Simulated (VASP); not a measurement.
## LiCl: relaxation of cell and atoms with PBEsol

Crystal: LiCl.

```xyz
2
Lattice="0.0000 2.5648 2.5648 2.5648 0.0000 2.5648 2.5648 2.5648 0.0000" Properties=species:S:1:pos:R:3 pbc="T T T"
Li    0.0000    0.0000    0.0000
Cl    2.5648    2.5648    2.5648
```

```yaml
Program: VASP 6.6.1
Task: relaxation of cell and atoms
Functional: PBEsol
Potentials_or_basis: VASP PAW PBE potentials, release 64 (Li_sv, Cl)
Cutoff: 600 eV
k_mesh: 10 × 10 × 10
Occupations: gaussian, width 0.03 eV
Spin: no spin polarisation
Further_INCAR_settings: ALGO = Normal; EDIFF = 1e-06; IBRION = 2; EDIFFG = -0.01; NSW = 90; ISIF = 3
```

| Property | Result |
| --- | --- |
| Relaxed volume | 16.20 Å³/atom |
| Relaxed cell | a = 3.579 Å, b = 3.579 Å, c = 3.579 Å, α = 60.00°, β = 60.00°, γ = 60.00° |
| Space group after relaxing (to 0.05 Å) | Fm-3m (No. 225) |
| Energy gained by relaxing | 2.8 meV/atom |
| Ionic steps | 4 |
| Pressure after relaxing | 0.0 GPa |
| Band gap on the k mesh | 6.37 eV, direct |

The path:
| step | energy change (eV) | largest force (eV/Å) | pressure (GPa) | volume (Å³) |
| --- | --- | --- | --- | --- |
| 1 | 0.0000 | 0.0000 | -1.30 | 33.74 |
| 2 | -0.0042 | 0.0000 | -0.68 | 33.08 |
| 3 | -0.0056 | 0.0000 | -0.11 | 32.51 |
| 4 | -0.0057 | 0.0000 | -0.04 | 32.41 |

Final structure:
```
Li Cl
1.0
     0.00000    2.53052    2.53052
     2.53052    0.00000    2.53052
     2.53052    2.53052    0.00000
Li Cl
1 1
Direct
  0.00000 0.00000 0.00000
  0.50000 0.50000 0.50000
```

Levels at points of the mesh, in eV from the valence-band top:
| k point | band 2 | band 3 | band 4 | band 5 | band 6 | band 7 | band 8 | band 9 |
| --- | --- | --- | --- | --- | --- | --- | --- | --- |
| (0.00, 0.00, 0.00) | -13.54 | 0.00 | 0.00 | 0.00 | 6.37 | 11.84 | 11.84 | 11.84 |
| (0.50, 0.00, 0.00) | -12.90 | -3.04 | -0.28 | -0.28 | 6.60 | 9.41 | 9.41 | 13.24 |
| (0.50, 0.50, 0.00) | -12.62 | -3.15 | -1.20 | -1.20 | 7.85 | 8.03 | 12.62 | 14.30 |

Wall time 30 s on 1 thread of Intel(R) Xeon(R) Platinum 8559C (Emerald Rapids), with other jobs on the host, peak memory 0.17 GiB.

Caveat: the cutoff is under 1.25 times the usual one of these potentials, so pressure, stress and relaxed cells hold a basis-set (Pulay) error; the PAW data sets were made with another functional, which shifts forces and pressure a little. A k mesh can miss the band edges.
